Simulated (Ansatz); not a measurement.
# Molecular dynamics of W

input.yaml

```yaml
crystal:
  lattice:
    - [6.621398, 0.0, 0.0]
    - [0.0, 6.621398, 0.0]
    - [0.0, 0.0, 6.621398]
  atoms:
    - { symbol: W, position: [0.01234353, -0.01760469, 0.05008293] }
    - { symbol: W, position: [0.48796677, 0.01592806, -0.02882798] }
    - { symbol: W, position: [0.02112139, 0.4929226, -0.0274001] }
    - { symbol: W, position: [0.01457852, 0.00856206, 0.51462666] }
    - { symbol: W, position: [0.22765516, 0.26138882, 0.23060264] }
    - { symbol: W, position: [0.52119208, 0.52966715, 0.02326397] }
    - { symbol: W, position: [0.52674478, 0.01636331, 0.4708529] }
    - { symbol: W, position: [0.74008074, 0.26266404, 0.25730051] }
    - { symbol: W, position: [-0.02239107, 0.47138437, 0.49805937] }
    - { symbol: W, position: [0.23329698, 0.76307599, 0.26368449] }
    - { symbol: W, position: [0.26735155, 0.2384362, 0.72099755] }
    - { symbol: W, position: [0.50613623, 0.49918394, 0.51453154] }
    - { symbol: W, position: [0.73512893, 0.7702718, 0.25835047] }
    - { symbol: W, position: [0.74660506, 0.21937501, 0.75307759] }
    - { symbol: W, position: [0.24383477, 0.73838764, 0.74575224] }
    - { symbol: W, position: [0.73835458, 0.7299937, 0.7550452] }
basis:
  ecutwfc: 420.0
kpoints:
  mp_grid: { grid: [3, 3, 3] }
hamiltonian:
  xc: pbe
scf:
  occupations: { method: fermi_dirac, width: 0.17 }
  lower_state_search: "off"
  max_iter: 58
md:
  timestep: 9
  n_steps: 90
  ensemble: nve
  temperature: 1200.0
  initial_velocities: maxwell_boltzmann
  seed: 689993
```

Run as:

```bash
$ ansatz run input.yaml --threads 4 --pin off --max-ram 10240MiB --backend cpu --events-out ev --progress --plain --runs-dir out
```

It goes on from the last frame of an earlier run, with new velocities.

Output, in part (one step line in 4):

```
md step     0: t =     0.00 fs  T =  1200.0 K  F+E_penalty+E_count = -166151.41316779 eV  E_kin = 2.326680 eV  conserved = -166149.08648781 eV  (7 SCF iters)
md step     4: t =    36.00 fs  T =  1442.5 K  F+E_penalty+E_count = -166151.88343046 eV  E_kin = 2.796872 eV  conserved = -166149.08655864 eV  (7 SCF iters)
md step     8: t =    72.00 fs  T =  1860.4 K  F+E_penalty+E_count = -166152.70725472 eV  E_kin = 3.607209 eV  conserved = -166149.10004576 eV  (5 SCF iters)
md step    12: t =   108.00 fs  T =  1371.0 K  F+E_penalty+E_count = -166151.74482315 eV  E_kin = 2.658312 eV  conserved = -166149.08651107 eV  (5 SCF iters)
md step    16: t =   144.00 fs  T =  1023.8 K  F+E_penalty+E_count = -166151.06601984 eV  E_kin = 1.985034 eV  conserved = -166149.08098597 eV  (5 SCF iters)
md step    20: t =   180.00 fs  T =  1493.4 K  F+E_penalty+E_count = -166151.98982861 eV  E_kin = 2.895648 eV  conserved = -166149.09418019 eV  (7 SCF iters)
md step    24: t =   216.00 fs  T =  1668.5 K  F+E_penalty+E_count = -166152.32826885 eV  E_kin = 3.235090 eV  conserved = -166149.09317923 eV  (5 SCF iters)
md step    28: t =   252.00 fs  T =  1362.3 K  F+E_penalty+E_count = -166151.72664456 eV  E_kin = 2.641353 eV  conserved = -166149.08529148 eV  (5 SCF iters)
md step    32: t =   288.00 fs  T =  1372.5 K  F+E_penalty+E_count = -166151.75134348 eV  E_kin = 2.661102 eV  conserved = -166149.09024100 eV  (5 SCF iters)
md step    36: t =   324.00 fs  T =  1294.5 K  F+E_penalty+E_count = -166151.60081078 eV  E_kin = 2.510000 eV  conserved = -166149.09081044 eV  (5 SCF iters)
md step    40: t =   360.00 fs  T =  1257.4 K  F+E_penalty+E_count = -166151.52148205 eV  E_kin = 2.438006 eV  conserved = -166149.08347624 eV  (7 SCF iters)
md step    44: t =   396.00 fs  T =  1858.6 K  F+E_penalty+E_count = -166152.70106336 eV  E_kin = 3.603591 eV  conserved = -166149.09747212 eV  (5 SCF iters)
md step    48: t =   432.00 fs  T =  1512.9 K  F+E_penalty+E_count = -166152.02694609 eV  E_kin = 2.933399 eV  conserved = -166149.09354707 eV  (5 SCF iters)
md step    52: t =   468.00 fs  T =   851.2 K  F+E_penalty+E_count = -166150.72560423 eV  E_kin = 1.650448 eV  conserved = -166149.07515609 eV  (5 SCF iters)
md step    56: t =   504.00 fs  T =  1486.7 K  F+E_penalty+E_count = -166151.97570506 eV  E_kin = 2.882572 eV  conserved = -166149.09313302 eV  (5 SCF iters)
md step    60: t =   540.00 fs  T =  1756.8 K  F+E_penalty+E_count = -166152.50190845 eV  E_kin = 3.406346 eV  conserved = -166149.09556210 eV  (7 SCF iters)
md step    64: t =   576.00 fs  T =  1327.7 K  F+E_penalty+E_count = -166151.65819714 eV  E_kin = 2.574374 eV  conserved = -166149.08382350 eV  (5 SCF iters)
md step    68: t =   612.00 fs  T =  1368.7 K  F+E_penalty+E_count = -166151.74603741 eV  E_kin = 2.653706 eV  conserved = -166149.09233172 eV  (5 SCF iters)
md step    72: t =   648.00 fs  T =  1303.9 K  F+E_penalty+E_count = -166151.61858053 eV  E_kin = 2.528159 eV  conserved = -166149.09042157 eV  (5 SCF iters)
md step    76: t =   684.00 fs  T =  1298.2 K  F+E_penalty+E_count = -166151.59860895 eV  E_kin = 2.517108 eV  conserved = -166149.08150075 eV  (5 SCF iters)
md step    80: t =   720.00 fs  T =  1891.2 K  F+E_penalty+E_count = -166152.76886148 eV  E_kin = 3.666917 eV  conserved = -166149.10194490 eV  (7 SCF iters)
md step    84: t =   756.00 fs  T =  1347.2 K  F+E_penalty+E_count = -166151.70113629 eV  E_kin = 2.612166 eV  conserved = -166149.08897030 eV  (6 SCF iters)
md step    88: t =   792.00 fs  T =   996.8 K  F+E_penalty+E_count = -166151.01187354 eV  E_kin = 1.932779 eV  conserved = -166149.07909467 eV  (5 SCF iters)
md step    90: t =   810.00 fs  T =  1379.1 K  F+E_penalty+E_count = -166151.76821244 eV  E_kin = 2.673851 eV  conserved = -166149.09436137 eV  (7 SCF iters)
```

The run went to its last step. The conserved energy stayed within 1.1 meV per atom of its start (net change -0.49 meV per atom), so the integration is sound. A run of 0.81 ps of so small a system gives no equilibrium averages. Limits of this set-up: coarse k mesh.

Mean squared displacements from the first frame to the last, about the centre of mass: W 0.14 Å².

Last frame:

```xyz
16
Lattice="6.6214 0.0000 0.0000 0.0000 6.6214 0.0000 0.0000 0.0000 6.6214" Properties=species:S:1:pos:R:3
W -0.077 0.050 -0.332
W 3.375 -0.098 0.279
W 0.035 3.245 0.215
W -0.112 0.158 3.280
W 1.688 1.570 1.794
W 3.280 3.299 -0.124
W 3.248 0.007 3.355
W 5.024 1.551 1.606
W 0.209 3.300 3.344
W 1.585 4.867 1.740
W 1.676 1.615 5.113
W 3.390 3.487 3.233
W 5.086 4.809 1.709
W 4.855 1.682 4.894
W 1.570 5.065 4.803
W 4.897 5.121 4.819
```

Run time: 23 min on 4 threads of Arm Neoverse V2 (shared host), peak memory 1.6 GiB.
